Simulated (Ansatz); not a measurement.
Runs of Ansatz 0.2.0 on HgTe. Symmetry: Fm-3m, No. 225, cubic system. The conventional cell has a = 6.360 Å, b = 6.360 Å, c = 6.360 Å, α = 90.00°, β = 90.00°, γ = 90.00°. Hg (site symmetry m-3m) has 6 Te at 3.18 Å as nearest neighbours. Te (site symmetry m-3m) has 6 Hg at 3.18 Å as nearest neighbours. Measurements of this composition are mostly on another form, of space group No. 216.

| task | level | cell | cutoff (eV) | smearing | points for each segment of the path | gap on the mesh (eV) | pressure (GPa) | relaxed volume (Å³/atom) |
| --- | --- | --- | --- | --- | --- | --- | --- | --- |
| single point | PBE | as given | 420 | gaussian 0.025 eV | - | none | -3.8 | - |
| single point | PBE | as given | 420 | gaussian 0.021 eV | - | none | -3.8 | - |
| band structure | RPBE | as given | 420 | fermi-dirac 0.05 eV | 14 | none | (b) | - |
| relaxation of cell and atoms | BLYP | relaxed | 420 | fermi-dirac 0.05 eV | - | none | 0.0 | 31.95 |
| single point | PBE | as given | 420 | gaussian 0.018 eV | - | none | -3.8 | - |
| band structure | r2SCAN | as given | 500 | fermi-dirac 0.05 eV | 14 | none | (a) | - |
| band structure | revPBE | as given | 420 | fermi-dirac 0.05 eV | 14 | none | -2.5 | - |
| relaxation of cell and atoms | RPBE | relaxed | 420 | fermi-dirac 0.05 eV | - | none | 0.0 | 30.18 |

Alike in all rows: potentials or basis Ansatz PAW; no spin polarisation; k mesh 7 × 7 × 7.

Problem. Fill in the values left out.

Solution. (a) -5.0; (b) -2.0.

Caveats: the PAW data sets come from PBE, with cores solved anew for the run's functional, which leaves a small shift of forces and pressure (some runs); spin-orbit coupling is left out, which moves the levels of the heavy elements (some runs); the plane-wave basis is chosen anew once the cell has moved, so the energies of steps on either side of that aren't comparable (some runs).

A k mesh can miss the band edges, and the runs leave out spin-orbit coupling on Hg, Te.

A gap of «none» marks a metal or a gap under the smearing width.
